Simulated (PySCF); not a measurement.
# C4H9NO (N,N-Dimethylacetamide): the cost of one run

Computed with PySCF 2.14.0, with density-fitted response routines of our own, on a single molecule in the gas phase. Atoms are numbered from 0 throughout.

## 1. Starting geometry

15 atoms, charge 0, multiplicity 1; geometry from: MMFF94s.

Bonds of the start (Å): C0–C1 1.51, C1–O2 1.23, C1–N3 1.39, N3–C4 1.46, N3–C5 1.45, C0–H6 1.09, C0–H7 1.09, C0–H8 1.09, C4–H9 1.09, C4–H10 1.09, C4–H11 1.09, C5–H12 1.09, C5–H13 1.09, C5–H14 1.09.

## 2. Optimising the geometry at PBE0-D3(BJ)/def2-SVP

The job: settings as JSON, then the geometry in Å.

```
{"job": {"xc": "PBE0", "basis": "def2-SVP", "d3": "d3bj", "grid": 1, "kind": "geom"}, "charge": 0, "multiplicity": 1}
C      1.986092    -0.401808     0.055450
C      0.904144     0.646432    -0.006237
O      1.210427     1.838740    -0.045293
N     -0.411628     0.205778    -0.016143
C     -0.829783    -1.187448     0.028274
C     -1.482635     1.187764    -0.075089
H      1.893800    -0.985949     0.974865
H      2.965720     0.085922     0.056768
H      1.930132    -1.054074    -0.820040
H     -1.418080    -1.403778    -0.868547
H      0.007368    -1.884239     0.071654
H     -1.454150    -1.336110     0.914414
H     -1.107704     2.213732    -0.106446
H     -2.114902     1.071379     0.810241
H     -2.078800     1.003658    -0.973871
```

Started as:

```
OMP_NUM_THREADS=1 python probes_run.py task.json out
```

The driver reads the jobs from task.json and runs them one after another.

**Question.** How long does this first job take on 1 thread of AMD EPYC 9R45, shared host, and how much memory does it need?

About 53 s, with a peak of 0.51 GiB.
